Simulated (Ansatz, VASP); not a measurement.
# One calculation of Mo, two programs

```
CELL_PARAMETERS angstrom
0.00000 2.70854 2.70854
2.70854 0.00000 2.70854
2.70854 2.70854 0.00000
ATOMIC_POSITIONS crystal
Mo 0.12500 0.12500 0.12500
Mo 0.87500 0.87500 0.87500
```

Alike in both runs: task single point; functional LDA; k mesh 11 × 11 × 11; occupations fermi-dirac, width 0.1 eV; no spin polarisation.

```csv
,VASP,Ansatz
version,VASP 6.6.1,Ansatz 0.2.0
potentials or method,"VASP PAW LDA potentials, release 64 (Mo_sv)","plane waves (420 eV) with PAW, scalar-relativistic"
plane-wave cutoff (eV),520,420
valence electrons in the cell,28,28
```

```tsv
	VASP	Ansatz	Ansatz less VASP
pressure (GPa)	13.4	12.3	-1.09
```

Ansatz warned: «pseudo_functional_mismatch».
